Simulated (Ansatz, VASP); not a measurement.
# Zn36NO35 (N on an O site in ZnO) in two plane-wave programs, part 2 of 3

Wanted: the spread between two codes on one cell, functional and k mesh. Of the first pair: The structure shown is the start of the Ansatz relaxation below; VASP solves that cell, so the two are compared at the walk's first step.

VASP 6.6.1 and Ansatz 0.2.0.

So far: The starting structure; Ansatz: relaxation, PBEsol.

### Step 3. VASP: single point, PBEsol, start cell, pair 1

Level of this step: PBEsol, spin-polarised from a ferromagnetic start; plane waves and PAW (Zn, O, N) (VASP).

The same cell, functional, mesh and smearing now go to VASP, with its own data sets.

Lines of VASP's logs that name or quote its potential files are left out, and so is its time.

Contents of INCAR:

```
SYSTEM = Zn36NO35
PREC = Accurate
ENCUT = 520
EDIFF = 1E-06
NELM = 200
ISMEAR = -1
SIGMA = 0.01
LREAL = Auto
ALGO = Normal
GGA = PS
NBANDS = 376
ISPIN = 2
MAGMOM = 0 0 0 0 0 0 0 0.04 0 0 0 0 0 0 0 0.01 0.03 0 0 0.04 0 0 0 0.04 0 0 0 0 0 0 0 0.01 0 0 0 0 0 0.01 0 0 0 0.04 0.03 0 0 0.01 0 0 0.01 0.03 0 0 0.05 0.01 0 0 0.04 0.02 0 0 0.01 0.01 0 0.01 0.04 0.01 0 0 0.01 0 0 0.31
LORBIT = 11
LWAVE = .FALSE.
LCHARG = .FALSE.
ISIF = 2
ISYM = 0
NUPDOWN = 1
LASPH = .TRUE.
GGA_COMPAT = .FALSE.
NCORE = 2
```

Contents of POSCAR:

```
Zn36NO35
1.0
    9.6902224458      0.0000000000      0.0000000000
   -4.8451112229      8.3919788064      0.0000000000
    0.0000000000      0.0000000000     10.4281982789
Zn O N
36 35 1
Direct
    0.1121463527      0.2212614024      0.2489675523
    0.2216194808      0.1089665526      0.9993012216
    0.1122197703      0.2221008946      0.7515922492
    0.2217400938      0.1113047377      0.5018492035
    0.1097813334      0.5558441111      0.2513370891
    0.2208220941      0.4421376752      0.0004389061
    0.1131026955      0.5554277611      0.7501539375
    0.2210709256      0.4452067964      0.4988862755
    0.1124096148      0.8890221451      0.2515500693
    0.2215609816      0.7770878777      0.0018270654
    0.1090882926      0.8886988602      0.7493471826
    0.2199967535      0.7773810147      0.5001831439
    0.4458051405      0.2218165754      0.2512236467
    0.5556275898      0.1118071222      0.0018311888
    0.4438192421      0.2203603039      0.7511779878
    0.5576398006      0.1111528069      0.5000440978
    0.4436202101      0.5532305440      0.2502952984
    0.5543097466      0.4455808441      0.0000350971
    0.4448690828      0.5574706643      0.7510434488
    0.5551601433      0.4424466608      0.5008976489
    0.4449174413      0.8901795598      0.2516192088
    0.5560034244      0.7760721458      0.9994375826
    0.4429115632      0.8874490954      0.7513435006
    0.5543829299      0.7758172596      0.5010906832
    0.7791900845      0.2225348804      0.2485139744
    0.8894951270      0.1094496329      0.0003429164
    0.7762272784      0.2199225049      0.7503533008
    0.8880591339      0.1114514254      0.5016701697
    0.7769619143      0.5537763032      0.2512890463
    0.8879069924      0.4439556016      0.9982673901
    0.7760850402      0.5561285494      0.7497265387
    0.8875071485      0.4427969953      0.4987297768
    0.7781092098      0.8875103443      0.2487706822
    0.8868392739      0.7769340403      0.9990508428
    0.7785788555      0.8882428295      0.7484928644
    0.8874037485      0.7785645258      0.5004949906
    0.2241776318      0.1109339074      0.1892655804
    0.1119155506      0.2211905014      0.4382719697
    0.2207589839      0.1119538099      0.6891007255
    0.1133937288      0.2235481098      0.9400140598
    0.2219212329      0.4425496162      0.1904862131
    0.1106414534      0.5572132757      0.4401555165
    0.2234707399      0.4450145891      0.6878571742
    0.1095077453      0.5540591924      0.9382265026
    0.2211963526      0.7757817495      0.1905377081
    0.1094982734      0.8885052229      0.4408463358
    0.2220105640      0.7759117546      0.6904768981
    0.1130665176      0.8904156186      0.9404604456
    0.5557499031      0.1129906333      0.1885358283
    0.4448700524      0.2235170087      0.4410869334
    0.5575495627      0.1116243286      0.6904394036
    0.4439044858      0.2235230859      0.9406556854
    0.5547257346      0.4434826500      0.1912146228
    0.5554119000      0.4447321765      0.6913750398
    0.4437763990      0.5537897684      0.9407625112
    0.5578166261      0.7792638841      0.1899983053
    0.4457003720      0.8877775042      0.4392787591
    0.5533682157      0.7764075852      0.6887733440
    0.4446437502      0.8895646870      0.9376554548
    0.8886852605      0.1090370961      0.1900312928
    0.7765256853      0.2226833555      0.4407716345
    0.8908787059      0.1118192767      0.6884686892
    0.7784273639      0.2243990414      0.9388243049
    0.8867492806      0.4437129890      0.1902740001
    0.7791849789      0.5579041735      0.4397331042
    0.8903501214      0.4462732910      0.6883702062
    0.7758230010      0.5534823320      0.9390816839
    0.8908675198      0.7799012785      0.1893112259
    0.7763836451      0.8870195185      0.4383796585
    0.8905854170      0.7798194146      0.6902546161
    0.7758290116      0.8870348903      0.9387479734
    0.4450137169      0.5570301246      0.4523755565
```

Contents of KPOINTS:

```
Points of the shifted mesh
1
Reciprocal
 0.2500000000  0.2500000000  0.2500000000 1
```

PAW data sets: Zn, O and N (PBE family, release 64).

Run with:

```sh
> mpirun -np 8 vasp_std
```

Numbers of over 12 decimals in the logs are rounded to 6 here.

Output:

```text
[banner, memory and clock lines left out]
running    8 mpi-ranks, on    1 nodes
[...]
|                                                                             |
|               ----> ADVICE to this user running VASP <----                  |
|                                                                             |
|     You enforced a specific xc type in the INCAR file but a different       |
|     [... a line on the potential file left out ...]
|     I HOPE YOU KNOW WHAT YOU ARE DOING!                                     |
|                                                                             |

 LDA part: xc-table for (Slater+PW92), standard interpolation
 POSCAR, INCAR and KPOINTS ok, starting setup
[...]
entering main loop
       N       E                     dE             d eps       ncg     rms          rms(c)
DAV:   1     0.970480459633E+04    0.97048E+04   -0.27322E+05  1504   0.252E+03
DAV:   2     0.207207213052E+04   -0.76327E+04   -0.73301E+04  1504   0.712E+02
DAV:   3    -0.765955274929E+02   -0.21487E+04   -0.20366E+04  1528   0.293E+02
DAV:   4    -0.386681924108E+03   -0.31009E+03   -0.30445E+03  1664   0.116E+02
[...]
DAV:  97    -0.348613365820E+03   -0.52716E-05   -0.47670E-05  2048   0.195E-02    0.246E-02
DAV:  98    -0.348613368578E+03   -0.27580E-05   -0.13066E-05  1224   0.235E-02    0.211E-02
DAV:  99    -0.348613368705E+03   -0.12614E-06   -0.83782E-06  1520   0.960E-03
   1 F= -.34861337E+03 E0= -.34861175E+03  d E =-.324711E-02  mag=     1.0000
```

From OUTCAR (step 3):

```text
  FREE ENERGIE OF THE ION-ELECTRON SYSTEM (eV)
  ---------------------------------------------------
  free  energy   TOTEN  =      -348.6133687046 eV

  energy  without entropy=     -348.6101215978  energy(sigma->0) =     -348.61174515

 magnetization (x)
# of ion       s       p       d       tot
------------------------------------------
    1       -0.000  -0.000   0.001   0.001
    2       -0.000  -0.000   0.001   0.000
    3       -0.000   0.001   0.004   0.004
    4       -0.000  -0.000   0.001   0.001
    5       -0.000  -0.000   0.001   0.000
    6       -0.000   0.001   0.002   0.003
    7       -0.000   0.001   0.004   0.004
    8       -0.001   0.008   0.040   0.047
    9       -0.000  -0.000   0.000   0.000
   10       -0.000  -0.000   0.001   0.001
   11       -0.000   0.000   0.001   0.001
   12       -0.000  -0.000   0.001   0.000
   13       -0.000  -0.000   0.001   0.001
[...]
--------------------------------------------------
tot          0.000   0.637   0.194   0.831

[... 1 further part left out ...]
```

The run ends at a pressure of 1.02 GPa, with forces up to 1.0 eV/Å.

### Step 4. Comparison

Known differences besides the potentials themselves: VASP starts from the moments at which Ansatz ended; the cutoff is 420 eV in Ansatz and 520 eV in VASP (PREC = Accurate, projectors in real space); Ansatz makes its cores anew for this functional, VASP keeps those of its PBE data sets. Total energies have different zeros and are not compared.

Forces on 8 of the 72 atoms, those with the largest forces and the largest differences (eV/Å; atoms numbered as in POSCAR):

| atom | Ansatz x, y, z | VASP x, y, z |
| --- | --- | --- |
| Zn17 | -0.218, 0.304, 0.674 | -0.223, 0.316, 0.709 |
| Zn20 | -0.475, 0.514, 0.061 | -0.491, 0.538, 0.057 |
| O50 | 0.232, -0.468, -0.096 | 0.238, -0.484, -0.098 |
| O57 | -0.408, 0.329, 0.134 | -0.421, 0.334, 0.142 |
| O58 | 0.183, 0.385, 0.356 | 0.190, 0.400, 0.357 |
| O61 | 0.237, -0.072, -0.324 | 0.250, -0.076, -0.339 |
| O69 | 0.008, 0.497, 0.150 | 0.001, 0.511, 0.148 |
| N72 | 0.168, -0.395, -0.885 | 0.175, -0.405, -0.899 |

The forces differ by 8.1 meV/Å r.m.s., which is 3.8 % of the r.m.s. force of 0.210 eV/Å (both taken over all components). VASP's last cycles still show a density residual of 2e-03, so its state may not be settled. Moments aren't recorded for both runs of this pair, so they may hold unlike magnetic states.

### Step 5. Ansatz: relaxation, PBEsol

This run makes the geometry at which the two programs are then compared.

The structure compared here is the end of the Ansatz relaxation.

Contents of input.yaml:

```yaml
relax:
  f_tol: 0.02
  max_steps: 80
  random_displacement: { amplitude: 0.02, seed: 611 }
crystal:
  lattice:
    - [9.69022245, 0.0, 0.0]
    - [-4.84511122, 8.39197881, 0.0]
    - [0.0, 0.0, 10.42819828]
  atoms:
    - { symbol: Zn, position: [0.111111111, 0.222222222, 0.250014941] }
    - { symbol: Zn, position: [0.222222222, 0.111111111, 1.4941e-05] }
    - { symbol: O, position: [0.222222222, 0.111111111, 0.189490059] }
    - { symbol: O, position: [0.111111111, 0.222222222, 0.439490059] }
    - { symbol: Zn, position: [0.111111111, 0.222222222, 0.750014941] }
    - { symbol: Zn, position: [0.222222222, 0.111111111, 0.500014941] }
    - { symbol: O, position: [0.222222222, 0.111111111, 0.689490059] }
    - { symbol: O, position: [0.111111111, 0.222222222, 0.939490059] }
    - { symbol: Zn, position: [0.111111111, 0.555555556, 0.250014941] }
    - { symbol: Zn, position: [0.222222222, 0.444444444, 1.4941e-05] }
    - { symbol: O, position: [0.222222222, 0.444444444, 0.189490059] }
    - { symbol: O, position: [0.111111111, 0.555555556, 0.439490059] }
    - { symbol: Zn, position: [0.111111111, 0.555555556, 0.750014941] }
    - { symbol: Zn, position: [0.222222222, 0.444444444, 0.500014941] }
    - { symbol: O, position: [0.222222222, 0.444444444, 0.689490059] }
    - { symbol: O, position: [0.111111111, 0.555555556, 0.939490059] }
    - { symbol: Zn, position: [0.111111111, 0.888888889, 0.250014941] }
    - { symbol: Zn, position: [0.222222222, 0.777777778, 1.4941e-05] }
    - { symbol: O, position: [0.222222222, 0.777777778, 0.189490059] }
    - { symbol: O, position: [0.111111111, 0.888888889, 0.439490059] }
    - { symbol: Zn, position: [0.111111111, 0.888888889, 0.750014941] }
    - { symbol: Zn, position: [0.222222222, 0.777777778, 0.500014941] }
    - { symbol: O, position: [0.222222222, 0.777777778, 0.689490059] }
    - { symbol: O, position: [0.111111111, 0.888888889, 0.939490059] }
    - { symbol: Zn, position: [0.444444444, 0.222222222, 0.250014941] }
    - { symbol: Zn, position: [0.555555556, 0.111111111, 1.4941e-05] }
    - { symbol: O, position: [0.555555556, 0.111111111, 0.189490059] }
    - { symbol: O, position: [0.444444444, 0.222222222, 0.439490059] }
    - { symbol: Zn, position: [0.444444444, 0.222222222, 0.750014941] }
    - { symbol: Zn, position: [0.555555556, 0.111111111, 0.500014941] }
    - { symbol: O, position: [0.555555556, 0.111111111, 0.689490059] }
    - { symbol: O, position: [0.444444444, 0.222222222, 0.939490059] }
    - { symbol: Zn, position: [0.444444444, 0.555555556, 0.250014941] }
    - { symbol: Zn, position: [0.555555556, 0.444444444, 1.4941e-05] }
    - { symbol: O, position: [0.555555556, 0.444444444, 0.189490059] }
    - { symbol: "N", position: [0.444444444, 0.555555556, 0.453874135] }
    - { symbol: Zn, position: [0.444444444, 0.555555556, 0.750014941] }
    - { symbol: Zn, position: [0.555555556, 0.444444444, 0.500014941] }
    - { symbol: O, position: [0.555555556, 0.444444444, 0.689490059] }
    - { symbol: O, position: [0.444444444, 0.555555556, 0.939490059] }
    - { symbol: Zn, position: [0.444444444, 0.888888889, 0.250014941] }
    - { symbol: Zn, position: [0.555555556, 0.777777778, 1.4941e-05] }
    - { symbol: O, position: [0.555555556, 0.777777778, 0.189490059] }
    - { symbol: O, position: [0.444444444, 0.888888889, 0.439490059] }
    - { symbol: Zn, position: [0.444444444, 0.888888889, 0.750014941] }
    - { symbol: Zn, position: [0.555555556, 0.777777778, 0.500014941] }
    - { symbol: O, position: [0.555555556, 0.777777778, 0.689490059] }
    - { symbol: O, position: [0.444444444, 0.888888889, 0.939490059] }
    - { symbol: Zn, position: [0.777777778, 0.222222222, 0.250014941] }
    - { symbol: Zn, position: [0.888888889, 0.111111111, 1.4941e-05] }
    - { symbol: O, position: [0.888888889, 0.111111111, 0.189490059] }
    - { symbol: O, position: [0.777777778, 0.222222222, 0.439490059] }
    - { symbol: Zn, position: [0.777777778, 0.222222222, 0.750014941] }
    - { symbol: Zn, position: [0.888888889, 0.111111111, 0.500014941] }
    - { symbol: O, position: [0.888888889, 0.111111111, 0.689490059] }
    - { symbol: O, position: [0.777777778, 0.222222222, 0.939490059] }
    - { symbol: Zn, position: [0.777777778, 0.555555556, 0.250014941] }
    - { symbol: Zn, position: [0.888888889, 0.444444444, 1.4941e-05] }
    - { symbol: O, position: [0.888888889, 0.444444444, 0.189490059] }
    - { symbol: O, position: [0.777777778, 0.555555556, 0.439490059] }
    - { symbol: Zn, position: [0.777777778, 0.555555556, 0.750014941] }
    - { symbol: Zn, position: [0.888888889, 0.444444444, 0.500014941] }
    - { symbol: O, position: [0.888888889, 0.444444444, 0.689490059] }
    - { symbol: O, position: [0.777777778, 0.555555556, 0.939490059] }
    - { symbol: Zn, position: [0.777777778, 0.888888889, 0.250014941] }
    - { symbol: Zn, position: [0.888888889, 0.777777778, 1.4941e-05] }
    - { symbol: O, position: [0.888888889, 0.777777778, 0.189490059] }
    - { symbol: O, position: [0.777777778, 0.888888889, 0.439490059] }
    - { symbol: Zn, position: [0.777777778, 0.888888889, 0.750014941] }
    - { symbol: Zn, position: [0.888888889, 0.777777778, 0.500014941] }
    - { symbol: O, position: [0.888888889, 0.777777778, 0.689490059] }
    - { symbol: O, position: [0.777777778, 0.888888889, 0.939490059] }
  host:
    repeats: [3, 3, 2]
    atoms:
      - { symbol: Zn, position: [0.333333333, 0.666666667, 0.500029882] }
      - { symbol: Zn, position: [0.666666667, 0.333333333, 2.9882e-05] }
      - { symbol: O, position: [0.666666667, 0.333333333, 0.378980118] }
      - { symbol: O, position: [0.333333333, 0.666666667, 0.878980118] }
basis:
  ecutwfc: 420
  xc_grid: 2
hamiltonian:
  xc: pbesol
kpoints:
  mp_grid: { grid: [1, 1, 1], shift: [0.25, 0.25, 0.25] }
magnetization:
  spin_polarized: true
  initial_magnetization: 1
  spin_locking: { lock_magnetization: hard }
scf:
  occupations: { method: fermi_dirac, width: 0.01 }
  max_iter: 120
output:
  forces: true
  charged_corrections:
    epsilon: [5.3, 5.3, 5.35]
    static_epsilon: [10.12, 10.12, 10.97]
    defect_position: [0.444444, 0.555556, 0.43949]
checkpoint:
  write: "../relax0.run"
  compress: false
  write_wavefunctions: true
  write_every: 100000
```

Run with:

```sh
> ansatz run input.yaml --threads 4 --pin off --max-ram 14131MiB --backend cpu --events-out ev --progress --plain --runs-dir out
```

Output:

```text
[...]
Crystal: 72 atoms, lattice volume = 848.023 Å³
Basis set: ecut = 420 eV, 16571 PW (Γ), exchange–correlation on 144×144×144 points (8 copies of the dense FFT grid, shifted against one another)
Bands: 396, of which v1, the nominal top of the filled ones, is band 324 counted from 1 (323 counted from 0)
Symmetry: 1 space group operations
k-points: 1
[...]
Starting moments: Σ|m| = 1 μB on 72 of 72 sites
[...]
- { symbol: O, position: [0.110442, 0.555348, 0.938911] }
[...]
- { symbol: N, position: [0.444788, 0.554877, 0.439695] }
[...]
- { symbol: Zn, position: [0.776367, 0.889085, 0.249836] }
    - { symbol: Zn, position: [0.889264, 0.777834, 0.00127079] }
    - { symbol: O, position: [0.888333, 0.777860, 0.190888] }
    - { symbol: O, position: [0.781644, 0.891789, 0.439480] }
    - { symbol: Zn, position: [0.778124, 0.888788, 0.749790] }
    - { symbol: Zn, position: [0.889427, 0.777467, 0.499951] }
    - { symbol: O, position: [0.889383, 0.777554, 0.689774] }
    - { symbol: O, position: [0.778557, 0.888702, 0.939188] }
```

[end of part 2 of 3]

[Lines on the potential files, build, host, timing and source positions are cut from VASP's logs without a mark.]

[Logs are printed without paths, hosts, clocks, repeated set-up lines and the standing remarks that a program may print on its own settings, such as how far it seeks lower states.]

[Hosts, paths, dates, database ids (printed as entryN), source tags and the programs' standing remarks are cut or masked in the printed files.]
